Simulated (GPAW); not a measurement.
## A GW chain in GPAW: KCl (Sylvite)

Wanted: ground state, empty states, screening and self-energy for KCl (Sylvite).

Calculated with GPAW 26.7.0; PBE and many-body steps on it, plane waves.

This is a report of a sequence of runs, with most program output left out.

### Step 1. The starting structure

The structure is cubic, space group Fm-3m (No. 225). Conventional cell: a = 6.293 Å, b = 6.293 Å, c = 6.293 Å, α = 90.00°, β = 90.00°, γ = 90.00°. Nearest to K lie 6 Cl at 3.15 Å. Nearest to Cl lie 6 K at 3.15 Å. Farther neighbours and most contacts between anions are not listed.

Coordinates:

```
K Cl
1.0
     0.00000    3.14647    3.14647
     3.14647    0.00000    3.14647
     3.14647    3.14647    0.00000
K Cl
1 1
Direct
  0.00000 0.00000 0.00000
  0.50000 0.50000 0.50000
```

The cell and positions come from the Crystallography Open Database and are kept as given unless a step says otherwise.

### Step 2. Ground state

This step: GPAW 26.7.0; DFT, PBE, plane waves, PAW.

The ground-state density comes first.

The input, run.py:

```python
import json
import numpy as np
from gpaw.mpi import world
from ase import Atoms
from gpaw import GPAW, PW, FermiDirac

atoms = Atoms(['K', 'Cl'],
    cell=[[0.0000000000, 3.1464700000, 3.1464700000],
      [3.1464700000, 0.0000000000, 3.1464700000],
      [3.1464700000, 3.1464700000, 0.0000000000]],
    scaled_positions=[[0.0000000000, 0.0000000000, 0.0000000000],
      [0.5000000000, 0.5000000000, 0.5000000000]],
    pbc=(True, True, True))
calc = GPAW(mode=PW(450),
    xc='PBE',
    kpts={'size': (6, 6, 6), 'gamma': True},
    occupations=FermiDirac(0.001),
    nbands=-7,
    convergence={'density': 1e-6, 'bands': -3},
    maxiter=100,
    txt='gs.txt')
atoms.calc = calc
res = {'energy': atoms.get_potential_energy()}
kpts = calc.get_ibz_k_points()
res['kpts'] = kpts
res['eigenvalues'] = [calc.get_eigenvalues(kpt=k) for k in range(len(kpts))]
res['n_electrons'] = calc.get_number_of_electrons()
calc.write('gs.gpw')

if world.rank == 0:
    with open('result.json', 'w') as f:
        json.dump(res, f, default=lambda x: x.tolist())
```

Command:

```sh
$ mpirun -n 4 gpaw python run.py
```

It took 5.4 s on 4 MPI ranks of Arm Neoverse V2, shared host; peak memory 0.62 GiB.

Numbers from this step:

* total energy: -6.935 eV
* gap: 5.194 eV
* k of the valence top: 0, 0, 0
* k of the conduction bottom: 0, 0, 0
* least direct gap: 5.194 eV

The gap is direct, at Γ.

### Step 3. Bands along the symmetry lines

The cheap functional maps the bands first; the places of the edges decide which points the dearer methods must see.

The input, run.py:

```python
import json
import numpy as np
from gpaw.mpi import world
from gpaw import GPAW

path = [[0.000000, 0.000000, 0.000000],
    [0.062500, 0.000000, 0.062500],
    [0.125000, 0.000000, 0.125000],
    [0.187500, 0.000000, 0.187500],
    [0.250000, 0.000000, 0.250000],
    [0.312500, 0.000000, 0.312500],
    [0.375000, 0.000000, 0.375000],
    [0.437500, 0.000000, 0.437500],
    [0.500000, 0.000000, 0.500000],
    [0.515625, 0.031250, 0.515625],
    [0.531250, 0.062500, 0.531250],
    [0.546875, 0.093750, 0.546875],
    [0.562500, 0.125000, 0.562500],
    [0.578125, 0.156250, 0.578125],
    [0.593750, 0.187500, 0.593750],
    [0.609375, 0.218750, 0.609375],
    [0.625000, 0.250000, 0.625000],
    [0.375000, 0.375000, 0.750000],
    [0.328125, 0.328125, 0.656250],
    [0.281250, 0.281250, 0.562500],
    [0.234375, 0.234375, 0.468750],
    [0.187500, 0.187500, 0.375000],
    [0.140625, 0.140625, 0.281250],
    [0.093750, 0.093750, 0.187500],
    [0.046875, 0.046875, 0.093750],
    [0.000000, 0.000000, 0.000000],
    [0.062500, 0.062500, 0.062500],
    [0.125000, 0.125000, 0.125000],
    [0.187500, 0.187500, 0.187500],
    [0.250000, 0.250000, 0.250000],
    [0.312500, 0.312500, 0.312500],
    [0.375000, 0.375000, 0.375000],
    [0.437500, 0.437500, 0.437500],
    [0.500000, 0.500000, 0.500000],
    [0.500000, 0.468750, 0.531250],
    [0.500000, 0.437500, 0.562500],
    [0.500000, 0.406250, 0.593750],
    [0.500000, 0.375000, 0.625000],
    [0.500000, 0.343750, 0.656250],
    [0.500000, 0.312500, 0.687500],
    [0.500000, 0.281250, 0.718750],
    [0.500000, 0.250000, 0.750000],
    [0.500000, 0.218750, 0.718750],
    [0.500000, 0.187500, 0.687500],
    [0.500000, 0.156250, 0.656250],
    [0.500000, 0.125000, 0.625000],
    [0.500000, 0.093750, 0.593750],
    [0.500000, 0.062500, 0.562500],
    [0.500000, 0.031250, 0.531250],
    [0.500000, 0.000000, 0.500000]]
calc = GPAW('gs.gpw').fixed_density(kpts=path,
    symmetry='off',
    nbands=18,
    convergence={'bands': 14},
    txt='bands.txt')
res = {}
kpts = calc.get_ibz_k_points()
res['kpts'] = kpts
res['eigenvalues'] = [calc.get_eigenvalues(kpt=k) for k in range(len(kpts))]
res['n_electrons'] = calc.get_number_of_electrons()

if world.rank == 0:
    with open('result.json', 'w') as f:
        json.dump(res, f, default=lambda x: x.tolist())
```

Command:

```sh
$ mpirun -n 4 gpaw python run.py
```

Run time: 7.3 s. Hardware: 4 MPI ranks; peak memory 0.66 GiB.

This step gave:

* gap: 5.194 eV
* k of the valence top: 0, 0, 0
* k of the conduction bottom: 0, 0, 0
* least direct gap: 5.194 eV

The gap is 5.194 eV, as in the run before at this level.

Electronic bands along the path, in eV, zero at the top of the highest filled band; v1 is the highest filled band, c1 the lowest empty one:

| point | v4 | v3 | v2 | v1 | c1 | c2 | c3 | c4 |
| --- | --- | --- | --- | --- | --- | --- | --- | --- |
| Γ | -10.66 | 0.00 | 0.00 | 0.00 | 5.19 | 8.36 | 8.36 | 8.36 |
| halfway | -10.59 | -0.63 | -0.13 | -0.13 | 6.65 | 7.24 | 9.64 | 9.82 |
| X | -10.72 | -0.66 | -0.22 | -0.22 | 6.53 | 8.34 | 10.06 | 10.16 |
| halfway | -10.68 | -0.63 | -0.32 | -0.24 | 6.74 | 8.60 | 9.70 | 10.33 |
| U | -10.61 | -0.56 | -0.55 | -0.29 | 7.27 | 9.06 | 9.30 | 10.05 |
| jump to K | -10.61 | -0.56 | -0.55 | -0.29 | 7.27 | 9.06 | 9.30 | 10.05 |
| halfway | -10.51 | -0.69 | -0.24 | -0.20 | 6.89 | 7.97 | 9.18 | 9.84 |
| Γ | -10.66 | 0.00 | 0.00 | 0.00 | 5.19 | 8.36 | 8.36 | 8.36 |
| halfway | -10.54 | -0.58 | -0.17 | -0.17 | 6.45 | 8.15 | 9.10 | 9.10 |
| L | -10.42 | -1.05 | -0.32 | -0.32 | 7.58 | 8.60 | 10.47 | 10.47 |
| halfway | -10.51 | -0.84 | -0.40 | -0.33 | 7.84 | 8.34 | 10.04 | 10.12 |
| W | -10.57 | -0.48 | -0.47 | -0.47 | 8.03 | 8.03 | 9.44 | 9.84 |
| halfway | -10.64 | -0.61 | -0.36 | -0.31 | 6.95 | 8.80 | 9.33 | 10.30 |
| X | -10.72 | -0.66 | -0.22 | -0.22 | 6.53 | 8.34 | 10.06 | 10.16 |

### Step 4. Empty states on the mesh, 4×4×4 mesh, 151 bands

The sums over transitions need many empty states on a uniform mesh; this step solves for them.

The input, run.py:

```python
import json
import numpy as np
from gpaw.mpi import world
from gpaw import GPAW

calc = GPAW('gs.gpw').fixed_density(kpts={'size': (4, 4, 4), 'gamma': True},
    parallel={'domain': 1, 'band': 1},
    txt='nscf.txt')
calc.diagonalize_full_hamiltonian(nbands=151)
calc.write('full.gpw', mode='all')
res = {}
kpts = calc.get_ibz_k_points()
res['kpts'] = kpts
res['eigenvalues'] = [calc.get_eigenvalues(kpt=k) for k in range(len(kpts))]
res['n_electrons'] = calc.get_number_of_electrons()

if world.rank == 0:
    with open('result.json', 'w') as f:
        json.dump(res, f, default=lambda x: x.tolist())
```

Command:

```sh
$ mpirun -n 4 gpaw python run.py
```

Elapsed: 8.3 s, on 4 MPI ranks; peak memory 1.1 GiB.

This step gave:

- gap: 5.194 eV
- k of the valence top: 0, 0, 0
- k of the conduction bottom: 0, 0, 0
- least direct gap: 5.194 eV
- k points computed: 8
- lowest point of the top converged band, above the valence top: 95.8340 eV

On this mesh the gap is 5.194 eV.

### Step 5. Screening and self-energy, 4×4×4 mesh, 141 bands, screening to 100 eV

Now the one-shot GW correction: screening in the RPA, then the self-energy of the levels asked for.

This step: G0W0 on PBE, plane waves, PAW.

The input, run.py:

```python
import json
import numpy as np
from gpaw.mpi import world
from gpaw.response.g0w0 import G0W0

gw = G0W0('full.gpw',
    filename='gw',
    kpts=[0],
    bands=(6, 10),
    ecut=100,
    nbands=141,
    integrate_gamma='WS',
    ppa=True)
gw.calculate()
res = {mode: {k: v for k, v in r.items() if k != 'sigma_eskwn'}
       for mode, r in gw.all_results.items()}

if world.rank == 0:
    with open('result.json', 'w') as f:
        json.dump(res, f, default=lambda x: x.tolist())
```

Command:

```sh
$ mpirun -n 4 gpaw python run.py
```

It took 22 s on 4 MPI ranks; peak memory 1.1 GiB; 89 s of CPU time.

This step gave:

| Quantity | Value |
| --- | --- |
| G0W0 gap on the points computed | 7.879 eV |
| least direct G0W0 gap on the computed points | 7.879 eV |
| Z at the valence top | 0.8186 |
| Z at the conduction bottom | 0.8796 |
| starting gap on the mesh | 5.194 eV |
| k of the valence top | 0, 0, 0 |
| k of the conduction bottom | 0, 0, 0 |

The gap on the mesh goes from 5.19 eV to 7.88 eV, a correction of +2.69 eV.

Limits: finite bands, cutoff and mesh. v1 is the top filled band, c1 the lowest empty one. Levels before and after the correction, in eV, zero at the valence-band top of each column:

|  | conduction bottom | valence top |
| --- | --- | --- |
| Kohn-Sham | 5.19 | 0.00 |
| G0W0 | 7.88 | 0.00 |

|  | level | energy (eV) |
| --- | --- | --- |
| Kohn-Sham | Γ v2-v1 | 0.000 |
| Kohn-Sham | Γ c1 | 5.194 |
| Kohn-Sham | Γ c2 | 8.359 |
| G0W0 | Γ v2-v1 | 0.000 |
| G0W0 | Γ c1 | 7.879 |
| G0W0 | Γ c2 | 12.044 |

### Step 6. Where the time went

Times are wall times on 4 MPI ranks of Arm Neoverse V2, shared host, good to a factor of about two.

| step | time | share | memory (GiB) |
| --- | --- | --- | --- |
| ground state | 5.4 s | 12 % | 0.62 |
| bands along the symmetry lines | 7.3 s | 17 % | 0.66 |
| empty states on the mesh | 8.3 s | 19 % | 1.1 |
| screening and self-energy | 22 s | 52 % | 1.1 |

### Step 7. What came out

- PBE gap: 5.19 eV, direct
- G0W0 gap on the mesh: 7.88 eV
- GW settings: 4×4×4 mesh, 141 bands, screening to 100 eV, Godby-Needs plasmon pole
- known limits: not at the basis limit

What this shows: G0W0 moves the gap on the mesh from 5.19 eV to 7.88 eV (+2.69 eV), with Z of 0.82 and 0.88 at the edges. Only 1 of the mesh's irreducible points was corrected, so a valley elsewhere could overtake. The dearest step here is «screening and self-energy». Bands and cutoff are finite, so the gap is not at the basis limit. The miss can reach some tenths of an eV and take either sign; the mesh is an error of its own. These stock PAW sets were not made for GW. In the G0W0 run levels were corrected at 1 k point alone, so a gap called «on the mesh» is the least over those, and an edge elsewhere would be missed.

[Paths, hosts, dates, memory and timing lines, banners, echoed tables and standing remarks are left out of the program output.]

[Logs are printed without paths, hosts, clocks, repeated set-up lines and the standing remarks that a program may print on its own settings, such as how far it seeks lower states.]

[Runs of the session that timed out or met a known fault of the program may be left out.]

[Hosts, paths, dates, database ids (printed as entryN), source tags and the programs' standing remarks are cut or masked in the printed files.]
